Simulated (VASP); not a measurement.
**TiAl under changes of volume**

One of the cells (16.386 Å³/atom); the others are scaled copies at fixed shape and fractional positions:

```
Ti Al
1.0
     3.20012    0.00000    0.00000
     0.00000    3.20012    0.00000
     0.00000    0.00000    3.20012
Ti Al
1 1
Direct
  0.00000 0.00000 0.00000
  0.50000 0.50000 0.50000
```

The cell comes from a database or a generator and needn't be the stable form of this composition.

| Quantity | Value |
| --- | --- |
| Program | VASP 6.6.1 |
| Functional | PBEsol |
| Potentials or basis | VASP PAW PBE potentials, release 64 (Ti_sv, Al) |
| Cutoff | 520 eV |
| k mesh | 8 × 8 × 8 |
| Occupations | fermi-dirac, width 0.05 eV |
| Spin | no spin polarisation |

```csv
volume (Å³/atom),energy over the lowest point (meV/atom),pressure (GPa)
15.101,?,?
15.422,2.35,2.5
15.743,0.00,0.0
16.386,9.33,-4.4
16.707,20.13,-6.3
17.028,34.50,-8.0
```

What does the run at 15.101 Å³/atom give?

Energy over the lowest point 10.03 meV/atom; pressure 5.3 GPa.

Worked out: A Birch-Murnaghan fit of order 3 (a polynomial in V^(-2/3)) to the other rows has its minimum at 15.73 Å³/atom with B0 = V·E''(V) = 118 GPa and B' = 3.9. It gives 10.03 meV/atom at 15.101 Å³/atom, against the run's 10.03, and -dE/dV = 5.3 GPa, against 5.3.

Energies are extrapolated to zero smearing.

Caveats: the PAW data sets were made with another functional, which shifts forces and pressure a little.
